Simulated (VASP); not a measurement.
Input of a VASP 6.6.1 run:

File INCAR:

```
SYSTEM = Li
PREC = Accurate
ENCUT = 520
EDIFF = 1E-7
ISMEAR = -1
SIGMA = 0.1
LREAL = .False.
LASPH = .True.
NELM = 60
ALGO = Normal
ISIF = 2
LWAVE = .False.
LCHARG = .False.
NBANDS = 10
```

Contents of KPOINTS:

```
regular mesh
0
Gamma
  12 12 6
  0 0 0
```

File POSCAR:

```
Li
1.0
    2.9970132647      0.0000000000      0.0000000000
   -1.4985066324      2.5954896227      0.0000000000
    0.0000000000      0.0000000000      4.8889619042
Li
2
Direct
    0.3333333333      0.6666666667      0.2500000000
    0.6666666667      0.3333333333      0.7500000000
```

Potentials or basis: VASP PAW LDA potentials, release 64 (Li_sv).

The run is started by

```sh
$ cat potpaw_LDA.64/Li_sv/POTCAR > POTCAR
$ mpirun -np 1 vasp_std > vasp.out
```

(1) Estimate the band gap on the k mesh.

## Answers

(1) none (metal or under the smearing width).
